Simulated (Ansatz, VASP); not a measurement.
## One calculation of K, two programs

```
K
1.0
     0.00000    3.41434    3.41434
     3.41434    0.00000    3.41434
     3.41434    3.41434    0.00000
K
1
Cartesian
  0.0000 0.0000 0.0000
```

Change from the starting cell: volume scaled by 1.02.

Alike in both runs: task single point; functional PBE; k mesh 7 × 7 × 7; occupations fermi-dirac, width 0.05 eV; no spin polarisation.

```csv
,VASP,Ansatz
version,VASP 6.6.1,Ansatz 0.2.0
potentials or method,"VASP PAW PBE potentials, release 64 (K_sv)",Ansatz PAW
plane-wave cutoff (eV),520,420
valence electrons in the cell,9,9
```

```csv
,VASP,Ansatz,Ansatz less VASP
gap on the k mesh at the Fermi level (eV),none,none,-
pressure (GPa),-0.3,-0.2,+0.01
```

A gap of «none» marks a metal or a gap that the smearing closes. The functional is the same, so the differences come from potentials, cutoffs and numerics.
